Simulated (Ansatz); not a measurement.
Sb:

```
Sb
1.0
     0.00000    2.37124    2.37124
     2.37124    0.00000    2.37124
     2.37124    2.37124    0.00000
Sb
1
Direct
  0.00000 0.00000 0.00000
```

This isn't the form of Sb at room conditions, which is rhombohedral.

| Quantity | Value |
| --- | --- |
| Program | Ansatz 0.2.0 |
| Task | relaxation of cell and atoms |
| Functional | RPBE |
| Dispersion | D4 |
| Potentials or basis | Ansatz PAW |
| Cutoff | 420 eV (not typed: the program's choice for these potentials) |
| k mesh | 10 × 10 × 10 |
| Occupations | fermi-dirac, width 0.05 eV |
| Spin | no spin polarisation |

At the start: volume 26.67 Å³/atom.

Q: Where does the relaxation end?

A: It ends after 5 steps and the volume is 25.54 Å³/atom (-4.2 %); space group Fm-3m (No. 225, to 0.05 Å).

Step by step:
```tsv
step	energy change (eV)	largest force (eV/Å)	volume (Å³)
1	0.0000	0.0000	26.67
2	-0.0089	0.0000	25.20
3	-0.0097	0.0000	25.57
4	-0.0097	0.0000	25.54
5	-0.0094	0.0000	25.54
```

Final structure:
```yaml
crystal:
  lattice:
    - [0.00000, 2.33727, 2.33727]
    - [2.33727, 0.00000, 2.33727]
    - [2.33727, 2.33727, 0.00000]
  atoms:
    - { symbol: Sb, position: [0.00000, 0.00000, 0.00000] }
```

Caveat: the plane-wave basis is chosen anew once the cell has moved, so the energies of steps on either side of that aren't comparable; pairwise dispersion overbinds metals, which lowers pressure and volume; the PAW data sets come from PBE, with cores solved anew for the run's functional, which leaves a small shift of forces and pressure.
